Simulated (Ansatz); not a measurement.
## The blue phosphorene bilayer (AB) under a gate

Aim: charge, voltage and capacitance of the blue phosphorene bilayer (AB) in a field-effect set-up.

Main program and level: Ansatz 0.2.0; plane-wave DFT, PBE-D3(BJ), Ansatz PAW.

**1. The starting structure**

The cell holds 4 atoms: 4 P. Cell: a = 3.280 Å, b = 3.280 Å, c = 42.380 Å, α = 90.0°, β = 90.0°, γ = 120.0°. Regions: layer 1: blue phosphorene, 2 atoms (2 P); layer 2: blue phosphorene, 2 atoms (2 P). Vacuum lies along c.

**2. Relaxation**

The starting cell is a guess, so the in-plane lattice and the atoms are relaxed first, with the slab cut off from its images along the normal.

Contents of input.yaml:

```yaml
crystal:
  lattice:
    - [3.28, 0.0, 0.0]
    - [-1.64, 2.8405633244, 0.0]
    - [0.0, 0.0, 42.3799999985]
  atoms:
    - { symbol: P, position: [0.6666666667, 0.3333333333, 0.4329872582] }
    - { symbol: P, position: [0.3333333333, 0.6666666667, 0.4622463426] }
    - { symbol: P, position: [0.0, 0.0, 0.5377536574] }
    - { symbol: P, position: [0.6666666667, 0.3333333333, 0.5670127418] }
  periodic: [true, true, false]
kpoints:
  mp_grid: { grid: [12, 12, 1] }
hamiltonian:
  xc: pbe
  dispersion: d3bj
scf:
  occupations: { method: fermi_dirac, width: 0.05 }
  convergence: { dr2_threshold: 1.0e-09 }
relax:
  f_tol: 0.004
  max_steps: 90
  cell: {}
output:
  write_potential: true
  write_density: true
  volumetric_format: npy
```

On the command line:

```sh
> ansatz run input.yaml --threads 4 --pin off --max-ram 16384MiB --backend cpu --events-out ev --progress --plain --runs-dir out
```

Numbers of over 12 decimals in the logs are rounded to 6 here.

Log:

```text
Warning: relax.cell: scf.convergence.dr2_threshold = 1e-9 eV is looser than the 1.62692628179e-10 eV advised for a relaxation that steers and ends on the stress (1e-10 eV for each atom of the cell: 4, times the square of relax.cell.stress_2d_tol = 0.05 N/m over 15.7 Å (the atoms' height at the walk's start and 5 Å past either face), 3.189e-2 GPa, over a crystal's default 0.05). What an SCF threshold leaves in a stress goes as its square root, and in the free energy as the threshold itself, and one threshold admits the most on a small cell: [figures from the program's tests cut] Set scf.convergence.dr2_threshold to 1.62692628179e-10 eV or tighter. [rest of the remark cut]
Engine: ansatz 0.2.0, aarch64-unknown-linux-gnu
Pseudopotentials: kind: paw
Pseudopotential: P, paw, valence charge 5, recommended cutoff 420 eV (normal), P.paw.azcp
Functional definition: PBE
  parameter kappa = 0.804
  parameter beta = 0.066725
  exchange = pbe_x(kappa = kappa, mu = beta*pi^2/3)
  correlation = pbe_c(beta = beta)
Crystal: 4 atoms, lattice volume = 394.856 Å³
Basis set: ecut = 420 eV, 7881 PW (Γ), exchange–correlation on 48×48×576 points (8 copies of the dense FFT grid, shifted against one another)
Bands: 14, of which v1, the nominal top of the filled ones, is band 10 counted from 1 (9 counted from 0)
Symmetry: 12 space group operations
Space group: P-3m1 (ITA 164), of the structure as read, at distance tolerance 7.3e-5 Å
k-points: 19 of 144
Non-local potential: P, projectors of the file, l = 0: 2, l = 1: 2, l = 2: 2
PAW form: soft (Blöchl's): semilocal exchange-correlation on the pseudo side does not see the compensation charge
PAW one-centre angular grid: P, 110 points (default); XC on 64 Gauss nodes
Initial density: superposition of atomic densities (neutral atoms: chi_scale 0, normalization atom), corrected by the library's trained network
Initial wavefunctions: pseudopotential atomic-orbital guess
Functional: x = pbe(κ = 0.804, μ = 0.219515), c = pbe(β = 0.066725)
SCF iter   1: F=—  HF=-3023.640759 eV  |F-HF|=—  |Δ(HF+E_count)|=         —  Δρ=1.07e-3  dr2=2.55e-2  ethr=1.77e-3  ⟨swp⟩=13.3  Hψ=2876  notcnv=0
preconditioner: auto → Resta (q_TF=auto, 1.660 Å⁻¹)  ε∞=1.9  [insulator: Δε(μ)=1.039 eV  Ē_g=8.759 eV  σ=0.050 eV  W_gap=1.00  n_scr=22 (ndim 8)  ℏωp=8.4 eV  f_vac=0.760  D(μ)=0.00/eV (n_scr^D=0)  ε∞_Penn≈1.9  vacuum switching on, ρ_ref=5.6e-3 e/Å³]
SCF iter   2: F=—  HF=-3023.641025 eV  |F-HF|=—  |Δ(HF+E_count)|=   2.66e-4  Δρ=1.15e-3  dr2=2.47e-2  ethr=1.28e-4  ⟨swp⟩=3.6  Hψ=756  notcnv=0
SCF iter   3: F=—  HF=-3023.637999 eV  |F-HF|=—  |Δ(HF+E_count)|=   3.03e-3  Δρ=4.65e-4  dr2=1.59e-3  ethr=1.24e-4  ⟨swp⟩=2.1  Hψ=417  notcnv=0
SCF iter   4: F=—  HF=-3023.638123 eV  |F-HF|=—  |Δ(HF+E_count)|=   1.24e-4  Δρ=1.08e-4  dr2=4.35e-5  ethr=7.94e-6  ⟨swp⟩=3.4  Hψ=555  notcnv=0
SCF iter   5: F=—  HF=-3023.638148 eV  |F-HF|=—  |Δ(HF+E_count)|=   2.47e-5  Δρ=2.60e-5  dr2=3.01e-6  ethr=2.18e-7  ⟨swp⟩=3.1  Hψ=583  notcnv=0
SCF iter   6: F=—  HF=-3023.638152 eV  |F-HF|=—  |Δ(HF+E_count)|=   3.84e-6  Δρ=4.92e-6  dr2=1.17e-7  ethr=1.51e-8  ⟨swp⟩=2.9  Hψ=573  notcnv=0
SCF iter   7: F=—  HF=-3023.638160 eV  |F-HF|=—  |Δ(HF+E_count)|=   8.49e-6  Δρ=1.05e-6  dr2=5.44e-9  ethr=5.86e-10  ⟨swp⟩=2.9  Hψ=533  notcnv=0
SCF iter   8: F=-3023.638160 eV  HF=-3023.638160 eV  |F-HF|=1.11e-10  |Δ(HF+E_count)|=   7.35e-9  Δρ=1.09e-7  dr2=4.08e-11  ethr=5.00e-12  ⟨swp⟩=12.5  Hψ=2395  notcnv=0
SCF 1 converged in 8 iterations: F = -3023.638160 eV  dr2 = 4.08e-11
  greatest PAW one-centre occupation: 0.819 electrons in one spin orbital (limit 2), on the P atom at site 2 (counted from 0), in its partial waves of l = 0
relax step   1: F+E_penalty+E_count = -3023.63816030 eV  Δ(F+E_penalty+E_count) = +0.000e0 eV  max|allowed force component| = 6.090e-2 eV/Å  Δτ_max = 0.0000 Å  P = -1.068 N/m  Ω = 394.856 Å³  fix = [c, alpha, beta]  reactions: c -0.000 N/m  (8 SCF iters, accepted)
Crystal: 4 atoms, lattice volume = 390.716 Å³
Basis set: ecut = 420 eV, 7797 PW (Γ), exchange–correlation on 48×48×576 points (8 copies of the dense FFT grid, shifted against one another)
Initial density: handed on by an earlier stage of this run
Initial wavefunctions: those handed on with the density
iter 1 solved again at ethr=1.03e-4 eV; its pass at ethr=3.10e-3 eV (dr2=2.07e-2 eV) is discarded
SCF iter   1: F=—  HF=-3023.643695 eV  |F-HF|=—  |Δ(HF+E_count)|=         —  Δρ=2.98e-3  dr2=2.05e-2  ethr=1.03e-4  ⟨swp⟩=2.9  Hψ=3180  notcnv=0
preconditioner: auto → Resta (q_TF=auto, 1.662 Å⁻¹)  ε∞=1.9  [insulator: Δε(μ)=1.224 eV  Ē_g=8.788 eV  σ=0.050 eV  W_gap=1.00  n_scr=22 (ndim 8)  ℏωp=8.4 eV  f_vac=0.751  D(μ)=0.00/eV (n_scr^D=0)  ε∞_Penn≈1.9  vacuum switching on, ρ_ref=5.6e-3 e/Å³]
SCF iter   2: F=—  HF=-3023.642850 eV  |F-HF|=—  |Δ(HF+E_count)|=   8.45e-4  Δρ=1.50e-3  dr2=7.77e-3  ethr=1.03e-4  ⟨swp⟩=2.5  Hψ=364  notcnv=0
SCF iter   3: F=—  HF=-3023.643778 eV  |F-HF|=—  |Δ(HF+E_count)|=   9.28e-4  Δρ=8.92e-4  dr2=1.10e-2  ethr=3.89e-5  ⟨swp⟩=2.9  Hψ=467  notcnv=0
SCF iter   4: F=—  HF=-3023.642582 eV  |F-HF|=—  |Δ(HF+E_count)|=   1.20e-3  Δρ=1.09e-4  dr2=4.45e-5  ethr=3.89e-5  ⟨swp⟩=2.2  Hψ=348  notcnv=0
SCF iter   5: F=—  HF=-3023.642614 eV  |F-HF|=—  |Δ(HF+E_count)|=   3.20e-5  Δρ=3.20e-5  dr2=6.73e-6  ethr=2.22e-7  ⟨swp⟩=3.7  Hψ=665  notcnv=0
SCF iter   6: F=—  HF=-3023.642614 eV  |F-HF|=—  |Δ(HF+E_count)|=   1.22e-7  Δρ=5.13e-6  dr2=6.73e-8  ethr=3.37e-8  ⟨swp⟩=2.8  Hψ=501  notcnv=0
SCF iter   7: F=—  HF=-3023.642623 eV  |F-HF|=—  |Δ(HF+E_count)|=   9.06e-6  Δρ=1.40e-6  dr2=9.78e-9  ethr=3.37e-10  ⟨swp⟩=3.5  Hψ=626  notcnv=0
SCF iter   8: F=-3023.642623 eV  HF=-3023.642623 eV  |F-HF|=1.82e-10  |Δ(HF+E_count)|=   5.65e-9  Δρ=2.32e-7  dr2=3.83e-10  ethr=5.00e-12  ⟨swp⟩=9.6  Hψ=2403  notcnv=0
SCF 2 converged in 8 iterations: F = -3023.642623 eV  dr2 = 3.83e-10
relax step   2: F+E_penalty+E_count = -3023.64262297 eV  Δ(F+E_penalty+E_count) = -4.463e-3 eV  max|allowed force component| = 1.049e-1 eV/Å  Δτ_max = 0.0855 Å  P = -0.469 N/m  Ω = 390.716 Å³  energy of the carried Pulay correction = +1.073e-4 eV  fix = [c, alpha, beta]  reactions: c -0.000 N/m  (8 SCF iters, accepted)
Crystal: 4 atoms, lattice volume = 388.334 Å³
Basis set: ecut = 420 eV, 7737 PW (Γ), exchange–correlation on 48×48×576 points (8 copies of the dense FFT grid, shifted against one another)
iter 1 solved again at ethr=6.79e-6 eV; its pass at ethr=3.10e-3 eV (dr2=1.36e-3 eV) is discarded
SCF iter   1: F=—  HF=-3023.642870 eV  |F-HF|=—  |Δ(HF+E_count)|=         —  Δρ=7.39e-4  dr2=1.39e-3  ethr=6.79e-6  ⟨swp⟩=4.2  Hψ=3141  notcnv=0
preconditioner: auto → Resta (q_TF=auto, 1.664 Å⁻¹)  ε∞=1.9  [insulator: Δε(μ)=1.197 eV  Ē_g=8.844 eV  σ=0.050 eV  W_gap=1.00  n_scr=22 (ndim 8)  ℏωp=8.4 eV  f_vac=0.753  D(μ)=0.00/eV (n_scr^D=0)  ε∞_Penn≈1.9  vacuum switching on, ρ_ref=5.7e-3 e/Å³]
SCF iter   2: F=—  HF=-3023.642733 eV  |F-HF|=—  |Δ(HF+E_count)|=   1.37e-4  Δρ=3.66e-4  dr2=4.71e-4  ethr=6.79e-6  ⟨swp⟩=2.1  Hψ=343  notcnv=0
SCF iter   3: F=—  HF=-3023.642764 eV  |F-HF|=—  |Δ(HF+E_count)|=   3.14e-5  Δρ=2.01e-4  dr2=5.62e-4  ethr=2.36e-6  ⟨swp⟩=2.6  Hψ=443  notcnv=0
SCF iter   4: F=—  HF=-3023.642705 eV  |F-HF|=—  |Δ(HF+E_count)|=   5.93e-5  Δρ=2.90e-5  dr2=3.25e-6  ethr=2.36e-6  ⟨swp⟩=2.1  Hψ=355  notcnv=0
SCF iter   5: F=—  HF=-3023.642709 eV  |F-HF|=—  |Δ(HF+E_count)|=   3.92e-6  Δρ=4.36e-6  dr2=1.13e-7  ethr=1.62e-8  ⟨swp⟩=3.6  Hψ=635  notcnv=0
SCF iter   6: F=—  HF=-3023.642718 eV  |F-HF|=—  |Δ(HF+E_count)|=   8.86e-6  Δρ=1.29e-6  dr2=7.31e-9  ethr=5.65e-10  ⟨swp⟩=3.1  Hψ=526  notcnv=0
SCF iter   7: F=-3023.642718 eV  HF=-3023.642718 eV  |F-HF|=5.00e-11  |Δ(HF+E_count)|=   2.62e-9  Δρ=2.80e-7  dr2=3.39e-10  ethr=5.00e-12  ⟨swp⟩=12.3  Hψ=2325  notcnv=0
SCF 3 converged in 7 iterations: F = -3023.642718 eV  dr2 = 3.39e-10
relax step   3: F+E_penalty+E_count = -3023.64271793 eV  Δ(F+E_penalty+E_count) = -9.496e-5 eV  max|allowed force component| = 1.222e-1 eV/Å  Δτ_max = 0.0234 Å  P = +0.385 N/m  Ω = 388.334 Å³  energy of the carried Pulay correction = +1.696e-4 eV  fix = [c, alpha, beta]  reactions: c +0.000 N/m  (7 SCF iters, accepted)
[...]
relax step   4: F+E_penalty+E_count = -3023.64374127 eV  Δ(F+E_penalty+E_count) = -1.023e-3 eV  max|allowed force component| = 1.010e-2 eV/Å  Δτ_max = 0.0036 Å  P = +0.029 N/m  Ω = 389.176 Å³  energy of the carried Pulay correction = +1.476e-4 eV  fix = [c, alpha, beta]  reactions: c +0.000 N/m  (7 SCF iters, accepted)
[...]
relax step   5: F+E_penalty+E_count = -3023.64374129 eV  Δ(F+E_penalty+E_count) = -1.559e-8 eV  max|allowed force component| = 3.844e-3 eV/Å  Δτ_max = 0.0078 Å  P = -0.035 N/m  Ω = 389.447 Å³  energy of the carried Pulay correction = +1.405e-4 eV  fix = [c, alpha, beta]  reactions: c -0.000 N/m  (7 SCF iters, accepted)
Initial wavefunctions: pseudopotential atomic-orbital guess (no wavefunctions were taken with the density)
iter 1 solved again at ethr=6.08e-7 eV; its pass at ethr=3.10e-3 eV (dr2=1.22e-4 eV) is discarded
SCF iter   1: F=—  HF=-3023.643606 eV  |F-HF|=—  |Δ(HF+E_count)|=         —  Δρ=4.49e-6  dr2=8.07e-9  ethr=6.08e-7  ⟨swp⟩=5.4  Hψ=4145  notcnv=0
eigensolver tolerance schedule: the retry pair's looser diagonalisation over-reported the residual by 15071.49 of it (diagonalisation noise at an unbounded share of the residual, at the tolerance the schedule requests for it); recorded, not acted on — ethr = c·dr2/N_el stays at c = 1.0e-1
preconditioner: auto → Resta (q_TF=auto, 1.663 Å⁻¹)  ε∞=1.9  [insulator: Δε(μ)=1.213 eV  Ē_g=8.813 eV  σ=0.050 eV  W_gap=1.00  n_scr=22 (ndim 8)  ℏωp=8.4 eV  f_vac=0.752  D(μ)=0.00/eV (n_scr^D=0)  ε∞_Penn≈1.9  vacuum switching on, ρ_ref=5.6e-3 e/Å³]
SCF iter   2: F=—  HF=-3023.643619 eV  |F-HF|=—  |Δ(HF+E_count)|=   1.27e-5  Δρ=2.30e-6  dr2=2.15e-9  ethr=4.04e-11  ⟨swp⟩=5.8  Hψ=1062  notcnv=0
SCF iter   3: F=-3023.643619 eV  HF=-3023.643619 eV  |F-HF|=1.50e-9  |Δ(HF+E_count)|=   1.90e-8  Δρ=6.29e-7  dr2=2.06e-10  ethr=5.00e-12  ⟨swp⟩=14.6  Hψ=2487  notcnv=0
SCF 6 converged in 3 iterations: F = -3023.643619 eV  dr2 = 2.06e-10
relax step   6: F+E_penalty+E_count = -3023.64361859 eV  Δ(F+E_penalty+E_count) = +1.227e-4 eV  max|allowed force component| = 3.880e-3 eV/Å  Δτ_max = 0.0000 Å  P = -0.039 N/m  Ω = 389.447 Å³  fix = [c, alpha, beta]  reactions: c -0.000 N/m  stress off target by 3.87e-2 N/m on what of the cell is left free  SCF on the basis re-selected at this cell (its energy is not comparable with the rows above)  (3 SCF iters)
basis re-selected at this cell: Δ(F+E_penalty+E_count) = +1.227e-4 eV, ΔP = -0.004 N/m vs the last step (what re-selecting the basis moved, of the pressure what is left beyond the Pulay correction that the steps carried, after the strain that the cell walked since its last selection, with what the two solves' SCF thresholds leave and, on support functions, any second-order correction that the steps lacked; it is no m [...]
SCF converged after 3 iterations
Free energy (F): -3023.643619 eV
Harris-Foulkes:  -3023.643619 eV  (|F-HF|=1.50e-9)
Internal energy: -3023.643617 eV  (E = F + TS)
E sigma→0 (E₀):  -3023.643618 eV
Entropy (-TS):   -0.000001 eV (-0.000 meV/atom)
Fermi energy:    -5.007797 eV
--- Per-component energies (eV) ---
  E_band       = -228.474071
  E_kinetic    = 278.818708
  E_local      = -31001.903626  (includes V_loc(G=0)·N_el)
  E_nonlocal   = 136.133532
  E_hartree    = 15314.743517
  E_xc         = -244.339780
  E_vxc        = -240.830489  (∫ρ·V_xc dr)
  E_paw        = -2277.387903  (= ΣΔE_a)
  E_vpaw       = -30.179915  (= ΣTr[D̂ρ^β])
  E_aug_tail   = 0.000013  (compensation charges beyond the density's cutoff)
  E_ewald      = 14771.351952
  E_disp       = -1.060030  (pairwise vdW)
  E_smearing   = -0.000001  (= −TS)
  E_closure    = -0.000000  (closes the sum)
  Σ components = -3023.643619   (vs F -3023.643619, Δ=0.00e0)
--- Forces (eV/Å), atoms counted from 1 ---
  atom   1  P      0.00000000    -0.00000000    -0.00229272
  atom   2  P      0.00000000     0.00000000     0.00387994
  atom   3  P     -0.00000000    -0.00000000    -0.00387994
  atom   4  P      0.00000000     0.00000000     0.00229272
  max |Σ_I F_I| component: 7.40e-17 eV/Å
--- 2D stress c σ (N/m, compression-positive) ---
       -0.038730      -0.000000      -0.000000
       -0.000000      -0.038730      -0.000000
       -0.000000      -0.000000      -0.000000
  P = ½ c Tr σ = -0.0387 N/m
--- Band table (eV; the first three rows and the last of 19) ---
  k-point 0: bands = [... 6 lower, -6.2534, -6.2497, -6.2497, -5.7805, -2.2656, -2.2656, -2.2590, -2.1759]
  k-point 1: bands = [... 6 lower, -7.1046, -6.5185, -6.4956, -5.7285, -2.5707, -2.4774, -1.9444, -1.8429]
  k-point 2: bands = [... 6 lower, -7.0738, -7.0389, -6.9993, -5.6485, -3.2251, -3.1729, -1.3162, -1.1775]
  k-point 18: bands = [... 6 lower, -8.0334, -8.0040, -8.0040, -7.8418, -4.0566, -4.0566, -1.3446, -0.6602]
  the weakly bound empty levels are not read free of the cell's end (no_gap_told)
--- Relaxed structure (5 steps of the walk, 5 accepted, 1 SCFs on fresh bases) ---
  F+E_penalty+E_count = -3023.64361859 eV   max|allowed force component| = 3.880e-3 eV/Å   (the final SCF, on the basis selected at the relaxed cell)
  cell:  # Å, volume = 389.4473 Å³
    - [3.257456, 0.0, 0]
    - [-1.628728, 2.821040, 0]
    - [0, 0, 42.3799999985]
  atoms:
    - { symbol: P, position: [0.666667, 0.333333, 0.431277] }
    - { symbol: P, position: [0.333333, 0.666667, 0.460602] }
    - { symbol: P, position: [5.03718655806596e-18, 1.3877787809430038e-17, 0.539398] }
    - { symbol: P, position: [0.666667, 0.333333, 0.568723] }
```

It took 12 s on 4 threads of Arm Neoverse V1, shared host; peak memory 0.66 GiB; 47 s of CPU time.

Relaxation path:

```csv
step,energy less that of the first step (eV),largest force component (eV/Å),volume (Å³)
1,0.0000,0.0609,394.86
2,-0.0045,0.1049,390.72
3,-0.0046,0.1222,388.33
4,-0.0056,0.0101,389.18
5,-0.0056,0.0038,389.45
6*,-0.0055,0.0039,389.45
```

Relaxation steps marked * repeat the geometry before them on a plane-wave basis chosen anew for their cell, so energy and pressure can jump there.

Forces are held to the 12 operations that the run works with; a distortion that breaks them can't arise in this run.

```
cell as run  before  after  change
      a (Å)   3.280  3.257  -0.7 %
      b (Å)   3.280  3.257  -0.7 %
```

The atoms that moved most (Å, along periodic axes as changes of fractional coordinates times the final cell, across vacuum about the mean position):

| atom | dx | dy | dz | length |
| --- | --- | --- | --- | --- |
| P4 | 0.000 | 0.000 | 0.072 | 0.072 |
| P1 | 0.000 | 0.000 | -0.072 | 0.072 |
| P2 | 0.000 | 0.000 | -0.070 | 0.070 |
| P3 | 0.000 | 0.000 | 0.070 | 0.070 |

The relaxed structure:

```cif
data_structure
_symmetry_space_group_name_H-M 'P 1'
_symmetry_Int_Tables_number 1
_cell_length_a 3.2575
_cell_length_b 3.2575
_cell_length_c 42.3800
_cell_angle_alpha 90.000
_cell_angle_beta 90.000
_cell_angle_gamma 120.000
_cell_volume 389.45
loop_
_atom_site_label
_atom_site_type_symbol
_atom_site_fract_x
_atom_site_fract_y
_atom_site_fract_z
_atom_site_occupancy
P1 P 0.66667 0.33333 0.43128 1
P2 P 0.33333 0.66667 0.46060 1
P3 P 0.00000 0.00000 0.53940 1
P4 P 0.66667 0.33333 0.56872 1
```

The lattice constant a goes from 3.280 to 3.257 Å.

(Continued in part 2 of 3.)

[Logs are printed without paths, hosts, clocks, repeated set-up lines and the standing remarks that a program may print on its own settings, such as how far it seeks lower states.]

[Hosts, paths, dates, database ids (printed as entryN), source tags and the programs' standing remarks are cut or masked in the printed files.]

[Maps of the electrostatic potential energy from Ansatz leave out the sawtooth potential of an applied field or a dipole correction, so their vacuum need not be flat; planar profiles and work functions include it.]
